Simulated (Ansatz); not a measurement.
# Smearing, entropy and the zero-width energy in Al₂Ru

All numbers below come from DFT r2SCAN, scalar-relativistic, plane waves, PAW in Ansatz.

```
Al Ru
1.0
    -1.56042    1.56042    4.22181
     1.56042   -1.56042    4.22181
     1.56042    1.56042   -4.22181
Al Ru
2 1
Direct
  0.65920 0.65920 0.00000
  0.34080 0.34080 0.00000
  0.00000 0.00000 0.00000
```

| Quantity | Value |
| --- | --- |
| plane-wave cutoff | 500 eV |
| Γ-centred k-mesh | 18×18×18 |
| spin treatment | unpolarised |

The same metal under several smearings of width σ, on one mesh. F is the free energy, TS the smearing's entropy term for the cell of 3 atoms, and E = F + TS. Gaussian occupations are ½ erfc[(ε − μ)/σ], and N counts both spins.

| rule | σ (eV) | F − F(narrowest) (meV/atom) | TS (meV/cell) |
| --- | --- | --- | --- |
| Fermi–Dirac | 0.02 | -0.013 | 0.097 |
| Fermi–Dirac | 0.5 | -102.456 | 814.028 |
| Gaussian | 0.02 | 0.000 | 0.012 |
| Gaussian | 0.05 | -0.011 | 0.080 |
| Gaussian | 0.1 | -0.062 | 0.497 |

For a density of states N (both spins) that is flat over the smeared range, TS = Nσ²/2 (Gaussian) and (π²/3)Nσ² (Fermi–Dirac). What N does each run give?

```csv
rule,σ (eV),N (states/eV a cell)
Fermi–Dirac,0.02,0.07
Fermi–Dirac,0.5,0.99
Gaussian,0.02,0.06
Gaussian,0.05,0.06
Gaussian,0.1,0.10
```

Equal entropy needs σ_Gauss = π√(2/3) σ_FD = 2.57 σ_FD, so a Fermi–Dirac width acts like a Gaussian one 2.57 times as large. At moderate widths N lies between 0.06 and 0.10. The drift shows structure in the density of states within the smeared window (a rise with width points to a dip at the Fermi level, a fall to a peak or a steep flank), or a mesh too coarse for the narrower widths. At the narrowest widths only the few mesh levels within σ of μ count, so N can scatter there.

To second order F = E0 − TS/2 and E = E0 + TS/2. How well does E0 = (E + F)/2 undo the smearing?

```csv
rule,σ (eV),F − E0(narrowest) (meV/atom),(E + F)/2 − E0(narrowest) (meV/atom)
Fermi–Dirac,0.02,-0.02,0.00
Fermi–Dirac,0.5,-102.46,33.21
Gaussian,0.02,0.00,0.00
Gaussian,0.05,-0.01,0.00
Gaussian,0.1,-0.06,0.02
```

At Gaussian 0.1 eV the free energy is off by -0.06 meV/atom and the mean by 0.02. What remains is of order σ⁴ plus the mesh error of the narrowest run, which is no exact reference. Forces and stress are derivatives of F, not of E0, so they keep the σ² error.

8 further runs of this set aren't shown.